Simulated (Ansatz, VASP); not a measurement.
## Au in VASP and in Ansatz

File INCAR:

```
PREC = Accurate
ENCUT = 520
EDIFF = 1E-6
ISMEAR = 1
SIGMA = 0.6
LREAL = False
LASPH = True
NELM = 80
ALGO = Normal
ISIF = 2
LWAVE = False
LCHARG = False
GGA = PE
NBANDS = 12
```

The input KPOINTS:

```
regular mesh
0
Gamma
  13 13 13
```

The input POSCAR:

```
Au
1.0
    0.0000000000      2.0782552709      2.0782552709
    2.0782552709      0.0000000000      2.0782552709
    2.0782552709      2.0782552709      0.0000000000
Au
1
Direct
    0.0000000000      0.0000000000      0.0000000000
```

Input for Ansatz:

```yaml
crystal:
  lattice:
    - [0.0, 2.0782552709, 2.0782552709]
    - [2.0782552709, 0.0, 2.0782552709]
    - [2.0782552709, 2.0782552709, 0.0]
  atoms:
    - { symbol: Au, position: [0.0, 0.0, 0.0] }
hamiltonian:
  xc: pbe
  pseudopotentials:
    kind: paw
    azcp:
      Au: "pseudopotentials/Au.paw.azcp"
basis:
  ecutwfc: 420
  fft_grid_basis: typed
kpoints:
  mp_grid: { grid: [13, 13, 13], shift: [0, 0, 0] }
magnetization:
  spin_polarized: false
scf:
  occupations: { method: methfessel_paxton, width: 0.6 }
  lower_state_search: "off"
output:
  stress: true
```

Alike in both runs: task single point; functional PBE; k mesh 13 × 13 × 13; occupations methfessel-paxton of order 1, width 0.6 eV; no spin polarisation.

```csv
,VASP,Ansatz
version,VASP 6.6.1,Ansatz 0.2.0
potentials or method,"VASP PAW PBE potentials, release 64 (Au)","plane waves (420 eV) with PAW, scalar-relativistic"
plane-wave cutoff (eV),520,420
valence electrons in the cell,11,19
```

```csv
,VASP,Ansatz,Ansatz less VASP
pressure (GPa),-0.2,0.1,+0.23
```

The two sets of potentials don't hold the same shells in valence.

The runs have no spin-orbit coupling, so splittings on Au are missing.
